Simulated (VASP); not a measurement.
## SnTe in VASP 6.6.1, single-point calculation

INCAR

```
LASPH = .TRUE.
EDIFF = 1E-5
ENCUT = 520
LREAL = .FALSE.
NELM = 120
LCHARG = .FALSE.
NBANDS = 17
GGA = PE
SIGMA = 0.02
ISIF = 2
IBRION = -1
PREC = Accurate
NSW = 0
NELMIN = 8
LWAVE = .FALSE.
ISMEAR = -1
```

KPOINTS

```
KPOINTS created by Atomic Simulation Environment
0
Gamma
6 6 6
0 0 0
```

POSCAR

```
Sn Te
 1.0000000000000000
    -0.0477864535000000    3.5361975556999998    3.5361975556999998
     3.5361975556999998   -0.0477864535000000    3.5361975556999998
     3.5361975556999998    3.5361975556999998   -0.0477864535000000
 Sn  Te
   1   1
Cartesian
 -0.0111157901453080 -0.0111157901453080 -0.0111157901453080
  1.7672679546203081  1.7672679546203081  1.7672679546203081
```

The recommended PBE PAW datasets give the neutral cell 20 valence electrons.

Command

```
mpirun -np 1 vasp_std
```

Question: Predict the outcome of this run.

Answer: It converged. Results: gap between bands v and c on the k mesh 0.19 eV; least direct gap on the k mesh 0.76 eV; pressure 1.1 GPa. Band v is the last that the valence electrons fill when counted band by band, and c is the next.

OSZICAR

```
N       E                     dE             d eps       ncg     rms          rms(c)
DAV:   1     0.123273338928E+03    0.12327E+03   -0.93015E+03  1088   0.118E+03
DAV:   2     0.528648625381E+01   -0.11799E+03   -0.11475E+03  1161   0.299E+02
DAV:   3    -0.679396191788E+01   -0.12080E+02   -0.12005E+02  1367   0.905E+01
DAV:   4    -0.716971229015E+01   -0.37575E+00   -0.37551E+00  1251   0.169E+01
DAV:   5    -0.718610177238E+01   -0.16389E-01   -0.16389E-01  1586   0.332E+00    0.485E+00
DAV:   6    -0.705476927212E+01    0.13133E+00   -0.32220E-01  1383   0.265E+00    0.315E+00
DAV:   7    -0.705105021326E+01    0.37191E-02   -0.85266E-02  1165   0.109E+00    0.107E+00
DAV:   8    -0.705224477620E+01   -0.11946E-02   -0.10542E-02  1226   0.688E-01    0.253E-01
DAV:   9    -0.705294078531E+01   -0.69601E-03   -0.22199E-03  1133   0.309E-01    0.667E-02
DAV:  10    -0.705306359293E+01   -0.12281E-03   -0.38606E-04  1249   0.109E-01    0.410E-02
DAV:  11    -0.705320533375E+01   -0.14174E-03   -0.27299E-04  1103   0.737E-02    0.472E-02
DAV:  12    -0.705320508058E+01    0.25318E-06   -0.75684E-06  1028   0.162E-02
   1 F= -.70532051E+01 E0= -.70531485E+01  d E =-.113255E-03
```

For comparison, a separate PBE run of the intended cell, on usual settings and not on those above, gives a gap of 0.19 eV on its mesh and a pressure of 1.1 GPa.
